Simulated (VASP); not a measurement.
## A VASP 6.6.1 single-point calculation on CdTe

INCAR

```
ISIF = 2
NBANDS = 16
LASPH = .TRUE.
NELM = 120
PREC = Normal
NSW = 0
ENCUT = 520
IVDW = 12
ISMEAR = -1
LWAVE = .FALSE.
SIGMA = 0.02
LCHARG = .FALSE.
EDIFF = 1E-7
GGA = PE
IBRION = -1
LREAL = .FALSE.
```

KPOINTS

```
KPOINTS created by Atomic Simulation Environment
0
Gamma
6 6 6
0 0 0
```

POSCAR

```
Cd Te
 1.0000000000000000
     0.0000000000000000    3.4111533208000000    3.4111533208000000
     3.4111533208000000    0.0000000000000000    3.4111533208000000
     3.4111533208000000    3.4111533208000000    0.0000000000000000
 Cd  Te
   1   1
Cartesian
  0.0000000000000000  0.0000000000000000  0.0000000000000000
  1.7055766604000004  1.7055766604000004  1.7055766604000004
```

The recommended PBE PAW datasets give the neutral cell 18 valence electrons.

Command

```
mpirun -np 1 vasp_std
```

OSZICAR

```
N       E                     dE             d eps       ncg     rms          rms(c)
DAV:   1     0.988287291699E+02    0.98829E+02   -0.81046E+03   512   0.967E+02
DAV:   2    -0.113795065635E+01   -0.99967E+02   -0.94999E+02   624   0.231E+02
DAV:   3    -0.496250781183E+01   -0.38246E+01   -0.38185E+01   616   0.465E+01
DAV:   4    -0.500204381970E+01   -0.39536E-01   -0.39535E-01   776   0.408E+00
DAV:   5    -0.500215558012E+01   -0.11176E-03   -0.11176E-03   656   0.203E-01    0.413E+00
DAV:   6    -0.476396384717E+01    0.23819E+00   -0.39516E-01   568   0.656E+00    0.359E+00
DAV:   7    -0.474917850600E+01    0.14785E-01   -0.94271E-02   608   0.191E+00    0.147E+00
DAV:   8    -0.475019831300E+01   -0.10198E-02   -0.86836E-03   592   0.100E+00    0.392E-01
DAV:   9    -0.475060442350E+01   -0.40611E-03   -0.10481E-03   624   0.289E-01    0.781E-02
DAV:  10    -0.475065934526E+01   -0.54922E-04   -0.98433E-05   640   0.956E-02    0.521E-02
DAV:  11    -0.475070721943E+01   -0.47874E-04   -0.71359E-05   584   0.453E-02    0.267E-02
DAV:  12    -0.475070702635E+01    0.19308E-06   -0.29048E-06   712   0.124E-02    0.150E-02
DAV:  13    -0.475070727941E+01   -0.25305E-06   -0.86577E-07   608   0.444E-03    0.784E-03
DAV:  14    -0.475070749095E+01   -0.21155E-06   -0.39357E-07   664   0.310E-03    0.453E-03
DAV:  15    -0.475070754930E+01   -0.58346E-07   -0.21589E-08   456   0.995E-04
   1 F= -.53202926E+01 E0= -.53202916E+01  d E =-.189492E-05
```

Standard output (part)

```
POSCAR found type information on POSCAR CdTe
 POSCAR found :  2 types and       2 ions
 LDA part: xc-table for (Slater+PW92), standard interpolation
 POSCAR, INCAR and KPOINTS ok, starting setup
 WAVECAR not read
 entering main loop
```

From OUTCAR

```
k-points           NKPTS =     16   k-points in BZ     NKDIM =     16   number of bands    NBANDS=     16

   NELECT =      18.0000    total number of electrons

   dimension x,y,z NGX =    28 NGY =   28 NGZ =   28
   dimension x,y,z NGXF=    56 NGYF=   56 NGZF=   56

  energy-cutoff  :      520.00
  volume of cell :       79.38
      direct lattice vectors                 reciprocal lattice vectors
     0.000000000  3.411153321  3.411153321    -0.146577991  0.146577991  0.146577991
     3.411153321  0.000000000  3.411153321     0.146577991 -0.146577991  0.146577991
     3.411153321  3.411153321  0.000000000     0.146577991  0.146577991 -0.146577991

 k-points in reciprocal lattice and weights: KPOINTS created by Atomic Simulation Env
   0.00000000  0.00000000  0.00000000       0.005
   0.16666667  0.00000000  0.00000000       0.037
   0.33333333  0.00000000  0.00000000       0.037
   0.50000000  0.00000000  0.00000000       0.019
   0.16666667  0.16666667  0.00000000       0.028
   0.33333333  0.16666667  0.00000000       0.111
   0.50000000  0.16666667  0.00000000       0.111
  -0.33333333  0.16666667  0.00000000       0.111
   ...

 E-fermi :   1.2533

 k-point     1 :       0.0000    0.0000    0.0000
  band No.  band energies     occupation
      1      -9.3303      2.00000
      2      -6.7975      2.00000
      3      -6.7975      2.00000
      4      -6.7975      2.00000
      5      -6.6345      2.00000
      6      -6.6345      2.00000
      7       1.0818      1.99962
      8       1.0818      1.99962
      9       1.0818      1.99962
     10       1.4028      0.00113
     11       5.7465      0.00000
     12       5.7465      0.00000
     13       5.7465      0.00000
     14       8.3104      0.00000
     15      10.1601      0.00000
     16      10.1601      0.00000

 k-point     2 :       0.1667    0.0000    0.0000
  band No.  band energies     occupation
      1      -9.2625      2.00000
      2      -6.7860      2.00000
      3      -6.7860      2.00000
      4      -6.7307      2.00000
      5      -6.6349      2.00000
      6      -6.6349      2.00000
      7      -0.4811      2.00000
      8       0.9171      2.00000
      9       0.9171      2.00000
     10       2.5588      0.00000
     11       5.7287      0.00000
     12       6.0212      0.00000
     13       6.0212      0.00000
     14       9.2855      0.00000
     15       9.4486      0.00000
     16       9.4486      0.00000

 k-point     3 :       0.3333    0.0000    0.0000
  band No.  band energies     occupation
      1      -9.1282      2.00000
      2      -6.7660      2.00000
      3      -6.7660      2.00000
      4      -6.6323      2.00000
      5      -6.6323      2.00000
      6      -6.5363      2.00000
      7      -1.9386      2.00000
      8       0.6328      2.00000
      9       0.6328      2.00000
     10       2.7952      0.00000
     11       6.2934      0.00000
     12       6.2934      0.00000
     13       6.9033      0.00000
     14       9.1178      0.00000
     15       9.7624      0.00000
     16       9.7624      0.00000

 ...

  Total      -1.92041    -1.92041    -1.92041    -0.00000     0.00000    -0.00000
  in kB     -38.75890   -38.75890   -38.75890    -0.00000     0.00000    -0.00000
  external pressure =      -38.76 kB  Pullay stress =        0.00 kB

 POSITION                                       TOTAL-FORCE (eV/Angst)
 -----------------------------------------------------------------------------------
      0.00000      0.00000      0.00000         0.000000      0.000000     -0.000000
      1.70558      1.70558      1.70558        -0.000000      0.000000      0.000000
 -----------------------------------------------------------------------------------
    total drift:                               -0.000003     -0.000003     -0.000003

  FREE ENERGIE OF THE ION-ELECTRON SYSTEM (eV)
  ---------------------------------------------------
  free  energy   TOTEN  =        -5.3202925947 eV

  energy  without entropy=       -5.3202906998  energy(sigma->0) =       -5.32029165
```

It converged. Results: gap between bands v and c on the k mesh 0.32 eV; least direct gap on the k mesh 0.32 eV; pressure -3.9 GPa. Band v is the last that the valence electrons fill when counted band by band, and c is the next.

For comparison, a separate PBE run of the intended cell, on usual settings and not on those above, gives a gap of 0.32 eV on its mesh and a pressure of -2.5 GPa.

The run above took about 16 s on one core of a shared host (Intel Xeon Platinum 8488C) and held 0.17 GiB at most.
